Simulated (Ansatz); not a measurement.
The system is Ta.

```xyz
2
Lattice="2.9004 0.0000 0.0000 -1.4502 2.5118 0.0000 0.0000 0.0000 5.1663" Properties=species:S:1:pos:R:3 pbc="T T T"
Ta    0.0000    1.6745    1.2916
Ta    1.4502    0.8373    3.8747
```

This isn't the form of Ta at room conditions, which is bcc.

Base run:

```yaml
Program: Ansatz 0.2.0
Functional: PBEsol
Potentials_or_basis: all-electron PAW datasets made for the crystal
Cutoff: 240 eV (chosen from the basis error)
k_mesh: 11 × 11 × 5
Occupations: fermi-dirac, width 0.05 eV
Spin: no spin polarisation
```

Its results: pressure -7.3 GPa.

After a change of settings the same cell gave: pressure 0.3 GPa. Which change was it?
A. potentials or basis from all-electron PAW datasets made for the crystal to all-electron LAPW, scalar-relativistic; cutoff from 240 eV (chosen from the basis error) to 252 eV (chosen from the basis error)
B. potentials or basis from all-electron PAW datasets made for the crystal to all-electron LAPW, inner shells corrected to Dirac's equation; cutoff from 240 eV (chosen from the basis error) to 252 eV (chosen from the basis error)
C. potentials or basis from all-electron PAW datasets made for the crystal to all-electron LAPW, non-relativistic; cutoff from 240 eV (chosen from the basis error) to 247 eV (chosen from the basis error)

C.

Caveats: relativity is left out, which matters for the heavier elements (some runs).

The runs don't all hold the same shells in valence.
